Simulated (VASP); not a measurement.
## BeSe: single point with LDA

Crystal: BeSe.

```
Be Se
1.0
     5.08157    0.00000    0.00000
     0.00000    5.08157    0.00000
     0.00000    0.00000    5.08157
Be Se
4 4
Direct
  0.00000 0.00000 0.00000
  0.00000 0.50000 0.50000
  0.50000 0.00000 0.50000
  0.50000 0.50000 0.00000
  0.25000 0.25000 0.25000
  0.25000 0.75000 0.75000
  0.75000 0.25000 0.75000
  0.75000 0.75000 0.25000
```

The cell was built by a generator and needn't be a form met in nature.

```yaml
Program: VASP 6.6.1
Task: single point
Functional: LDA
Potentials_or_basis: VASP PAW LDA potentials, release 64 (Be, Se)
Cutoff: 520 eV
k_mesh: 4 × 4 × 4
Occupations: methfessel-paxton, width 0.01 eV
Spin: no spin polarisation
Dipole_correction: no
Further_INCAR_settings: ALGO = Normal; EDIFF = 1e-07; NBANDS = 26
```

```json
{"Pressure": "0.3 GPa", "Band gap on the k mesh": "2.39 eV"}
```

Levels at points of the mesh, in eV from the valence-band top:
| k point | band 12 | band 13 | band 14 | band 15 | band 16 | band 17 | band 18 | band 19 | band 20 | band 21 |
| --- | --- | --- | --- | --- | --- | --- | --- | --- | --- | --- |
| (0.00, 0.00, 0.00) | -2.80 | -2.80 | 0.00 | 0.00 | 0.00 | 2.39 | 2.39 | 2.39 | 4.13 | 4.13 |
| (0.50, 0.00, 0.00) | -3.02 | -1.74 | -1.74 | -1.74 | -1.74 | 3.63 | 3.63 | 5.76 | 5.76 | 6.06 |
| (0.50, 0.50, 0.00) | -3.30 | -1.22 | -1.22 | -1.22 | -1.22 | 5.00 | 5.00 | 5.00 | 5.00 | 7.09 |
| (0.50, 0.50, 0.50) | -1.14 | -1.14 | -1.14 | -1.14 | -1.14 | 4.39 | 4.39 | 4.39 | 4.39 | 5.90 |

Run time: 20 s on 1 thread of Intel(R) Xeon(R) Platinum 8488C (Sapphire Rapids), on a shared host, peak memory 0.19 GiB.

A k mesh can miss the band edges. A hybrid or GW would open this gap; LDA tends to underestimate it.
